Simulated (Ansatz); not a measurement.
Rutile GeO2, treated with r²SCAN+rVV10 (plane waves, PAW; Ansatz, a first-principles code).

The run printed, among other lines:

```
Crystal: 6 atoms, lattice volume = 55.472 Å³
Basis set: ecut = 560 eV, 1679 PW (Γ), exchange–correlation on 108×108×72 points (27 copies of the dense FFT grid, shifted against one another)
Bands: 32, of which v1, the nominal top of the filled ones, is band 26 counted from 1 (25 counted from 0)
Symmetry: 16 space group operations
Space group: P42/mnm (ITA 136), of the structure as read, at distance tolerance 3.8e-5 Å
k-points: 105 of 768
Functional: x = r2scan, c = r2scan + rvv10(b = 11.95, C = 0.0093); τ floored in thin density (d = 2e-4 eV/Å³)
SCF iter   1: F=—  HF=-10877.199997 eV  |F-HF|=—  |Δ(HF+E_count)|=         —  Δρ=1.09e-2  dr2=2.95e-2  dr2_τ=3.15e-1
SCF iter   2: F=—  HF=-10877.344045 eV  |F-HF|=—  |Δ(HF+E_count)|=   1.44e-1  Δρ=6.78e-3  dr2=1.44e-2  dr2_τ=4.64e-4
  ...
SCF iter   8: F=—  HF=-10877.343693 eV  |F-HF|=—  |Δ(HF+E_count)|=   2.58e-9  Δρ=1.24e-6  dr2=7.50e-10  dr2_τ=3.64e-11
SCF iter   9: F=-10877.343693 eV  HF=-10877.343693 eV  |F-HF|=1.82e-12  |Δ(HF+E_count)|=  1.27e-11  Δρ=1.00e-7  dr2=5.18e-12  dr2_τ=3.55e-13
SCF 1 converged in 9 iterations: F = -10877.343693 eV  dr2 = 5.18e-12
SCF converged after 9 iterations
Free energy (F): -10877.343693 eV
Internal energy: -10877.343693 eV  (E = F + TS)
E sigma→0 (E₀):  -10877.343693 eV
Fermi energy:    11.300753 eV
--- Forces (eV/Å), atoms counted from 1 ---
  atom   1  Ge     0.00000000    -0.00000000     0.00000000
  atom   2  Ge     0.00000000     0.00000000     0.00000000
  atom   3  O     -0.00003274    -0.00003274     0.00000000
  atom   4  O     -0.00003274     0.00003274     0.00000000
  atom   5  O      0.00003274    -0.00003274     0.00000000
  atom   6  O      0.00003274     0.00003274     0.00000000
--- Stress (GPa, compression-positive) ---
       -0.003005       0.000000       0.000000
        0.000000      -0.003005       0.000000
        0.000000       0.000000       0.006211
  P = ⅓ Tr σ = 0.0001 GPa (0.001 kbar)
```

Write an input file that could have produced this run (the log leaves some choices open).

One answer among several that fit: 
Ansatz 0.2 input:
```yaml
crystal:
  lattice:
    - [4.3972280543, 0.0, 0.0]
    - [0.0, 4.3972280543, 0.0]
    - [0.0, 0.0, 2.8689080538]
  atoms:
    - { symbol: Ge, position: [0.0, 0.0, 0.0] }
    - { symbol: Ge, position: [0.5, 0.5, 0.5] }
    - { symbol: O, position: [0.3056771703, 0.3056771703, 0.0] }
    - { symbol: O, position: [0.8056771703, 0.1943228297, 0.5] }
    - { symbol: O, position: [0.1943228297, 0.8056771703, 0.5] }
    - { symbol: O, position: [0.6943228297, 0.6943228297, 0.0] }
basis:
  ecutwfc: 560
  ecutrho_ratio: 4
  xc_grid: 3
kpoints:
  mp_grid: { grid: [8, 8, 12] }
  band_path:
    path:
      - [0.0, 0.0, 0.0]
      - [0.0, 0.083333, 0.0]
      - [0.0, 0.166667, 0.0]
      - [0.0, 0.25, 0.0]
      - [0.0, 0.333333, 0.0]
      - [0.0, 0.416667, 0.0]
      - [0.0, 0.5, 0.0]
      - [0.083333, 0.5, 0.0]
      - [0.166667, 0.5, 0.0]
      - [0.25, 0.5, 0.0]
      - [0.333333, 0.5, 0.0]
      - [0.416667, 0.5, 0.0]
      - [0.5, 0.5, 0.0]
      - [0.45, 0.45, 0.0]
      - [0.4, 0.4, 0.0]
      - [0.35, 0.35, 0.0]
      - [0.3, 0.3, 0.0]
      - [0.25, 0.25, 0.0]
      - [0.2, 0.2, 0.0]
      - [0.15, 0.15, 0.0]
      - [0.1, 0.1, 0.0]
      - [0.05, 0.05, 0.0]
      - [0.0, 0.0, 0.045455]
      - [0.0, 0.0, 0.090909]
      - [0.0, 0.0, 0.136364]
      - [0.0, 0.0, 0.181818]
      - [0.0, 0.0, 0.227273]
      - [0.0, 0.0, 0.272727]
      - [0.0, 0.0, 0.318182]
      - [0.0, 0.0, 0.363636]
      - [0.0, 0.0, 0.409091]
      - [0.0, 0.0, 0.454545]
      - [0.0, 0.0, 0.5]
      - [0.0, 0.083333, 0.5]
      - [0.0, 0.166667, 0.5]
      - [0.0, 0.25, 0.5]
      - [0.0, 0.333333, 0.5]
      - [0.0, 0.416667, 0.5]
      - [0.0, 0.5, 0.5]
      - [0.083333, 0.5, 0.5]
      - [0.166667, 0.5, 0.5]
      - [0.25, 0.5, 0.5]
      - [0.333333, 0.5, 0.5]
      - [0.416667, 0.5, 0.5]
      - [0.5, 0.5, 0.5]
      - [0.45, 0.45, 0.5]
      - [0.4, 0.4, 0.5]
      - [0.35, 0.35, 0.5]
      - [0.3, 0.3, 0.5]
      - [0.25, 0.25, 0.5]
      - [0.2, 0.2, 0.5]
      - [0.15, 0.15, 0.5]
      - [0.1, 0.1, 0.5]
      - [0.05, 0.05, 0.5]
      - [0.0, 0.5, 0.045455]
      - [0.0, 0.5, 0.090909]
      - [0.0, 0.5, 0.136364]
      - [0.0, 0.5, 0.181818]
      - [0.0, 0.5, 0.227273]
      - [0.0, 0.5, 0.272727]
      - [0.0, 0.5, 0.318182]
      - [0.0, 0.5, 0.363636]
      - [0.0, 0.5, 0.409091]
      - [0.0, 0.5, 0.454545]
      - [0.5, 0.5, 0.045455]
      - [0.5, 0.5, 0.090909]
      - [0.5, 0.5, 0.136364]
      - [0.5, 0.5, 0.181818]
      - [0.5, 0.5, 0.227273]
      - [0.5, 0.5, 0.272727]
      - [0.5, 0.5, 0.318182]
      - [0.5, 0.5, 0.363636]
      - [0.5, 0.5, 0.409091]
      - [0.5, 0.5, 0.454545]
    npoints: 1
hamiltonian:
  xc: r2scan
  dispersion: rvv10
  pseudopotentials: { kind: paw }
scf:
  occupations: { method: fermi_dirac, width: 0.01 }
  convergence: { dr2_threshold: 0.0000000006 }
output:
  forces: true
  stress: true
  eigenvalues: true
  write_bands: true
```

The PAW data were made under PBE.
